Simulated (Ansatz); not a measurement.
# Doping InSe for thermoelectric use — Ansatz, plane waves and PAW

Space group C2/m (No. 12), 4 atoms in the cell of the first input below: a = 6.251 Å, b = 6.251 Å, c = 4.593 Å, α = 109.49°, β = 109.49°, γ = 38.39°.

The structure is a measured one, not always of the ambient phase, with its volume kept and shape and atoms relaxed (pressure 1.4 GPa with this functional, without spin–orbit coupling). Functional: r2SCAN.

Spin–orbit coupling is left out. Kohn–Sham gap between the band edges found on a fine mesh: 1.13 eV.

Band masses are left out, as an edge found on the mesh is not an exact extremum.

The states of the whole zone with their velocity products:

```yaml
crystal:
  lattice:
    - [5.9037480911, -2.0550695103, -0.0093517252]
    - [5.9037480911, 2.0550695103, -0.0093517252]
    - [-1.6160767368, 0.0, 4.2998206387]
  atoms:
    - { symbol: In, position: [0.8860068456, 0.8860068456, 0.0272833473] }
    - { symbol: In, position: [0.1139931544, 0.1139931544, 0.9727166527] }
    - { symbol: Se, position: [0.6555246897, 0.6555246897, 0.6446571331] }
    - { symbol: Se, position: [0.3444753103, 0.3444753103, 0.3553428669] }
basis:
  ecutwfc: 500
  ecutrho_ratio: 4
kpoints:
  mp_grid: { grid: [10, 10, 8] }
hamiltonian:
  xc: r2scan
scf:
  occupations: { method: gaussian, width: 0.05 }
output:
  forces: true
  stress: true
  eigenvalues: true
  states_by_energy: { minimum_broadening: 0.05 }
```

```bash
ansatz run input.yaml --threads 4 --pin off --max-ram 9216MiB --backend cpu --events-out ev --progress --plain --runs-dir out
```

Time: 25 min on 4 threads of Arm Neoverse V1 (shared host), peak memory 2.4 GiB.

From that table, at a constant relaxation time τ with Fermi–Dirac weights and rigid bands:

| T (K) | doping (cm⁻³) | μ − E_F (eV) | σ_xx/τ (10²⁰/Ω m s) | S_xx (μV/K) | Lorenz (10⁻⁸ V²/K²) | ħω_p,xx (eV) |
| --- | --- | --- | --- | --- | --- | --- |
| 600 | n 1e19 | 0.517 | 0.0178 | -326 | 2.61 | 0.295 |
| 600 | p 1e19 | -0.490 | 0.0077 | 343 | 2.19 | 0.194 |
| 600 | n 1e20 | 0.677 | 0.165 | -175 | 2.75 | 0.898 |
| 600 | p 1e20 | -0.642 | 0.0701 | 172 | 2.36 | 0.586 |
| 600 | n 1e21 | 0.934 | 1.39 | -81 | 2.20 | 2.613 |
| 600 | p 1e21 | -0.904 | 0.469 | 83 | 2.28 | 1.515 |
| 900 | n 1e19 | 0.424 | 0.0163 | -420 | 2.61 | 0.282 |
| 900 | p 1e19 | -0.393 | 0.00662 | 421 | 2.34 | 0.180 |
| 900 | n 1e20 | 0.626 | 0.156 | -246 | 2.49 | 0.873 |
| 900 | p 1e20 | -0.593 | 0.0619 | 239 | 2.33 | 0.550 |
| 900 | n 1e21 | 0.915 | 1.35 | -113 | 2.09 | 2.568 |
| 900 | p 1e21 | -0.885 | 0.454 | 112 | 2.12 | 1.491 |

Problem. Which of the dopings listed at 600 K has the largest power factor S²σ/τ along x?

Solution. n 1e19: 1.9, p 1e19: 0.91, n 1e20: 5.1, p 1e20: 2.1, n 1e21: 9, p 1e21: 3.2 (10¹¹ W/m K² s), so n 1e21 cm⁻³, if τ is the same for all. Along z the largest is 3.9, for n 1e21 cm⁻³, as the crystal conducts unlike along its axes.

Caveats: melting, decomposition and changes of phase at these temperatures weren't checked; no scattering is computed, and the gap isn't corrected; no spin-orbit coupling, which matters for these elements; spin–orbit coupling, left out, splits the Se p valence bands by some tenths of an eV, so hole masses, degeneracies and p rows are those of the unsplit bands.

At equal doping, electrons and holes give nearly the same thermopower along x, yet electrons conduct better in every pair of rows. With a common relaxation time, this suggests similar density-of-states masses but a lighter electron inertial mass along x, as the larger plasma energies also indicate. A conduction edge of In s and Se p antibonding character would probably favour such dispersion, though the hole side of the comparison remains provisional.

Heavier doping moves the chemical potential towards and into the band, so the mean carrier energy measured from it falls and the thermopower with it. Conductivity grows fast enough to outweigh this, and the power factor is still rising at the highest doping listed, so its optimum isn't bracketed. Heating at fixed doping does the reverse, drawing the potential back towards mid-gap and raising the thermopower in every case.

Because electronic heat conduction also grows with doping, the doping with the largest power factor need not be the one with the best figure of merit.
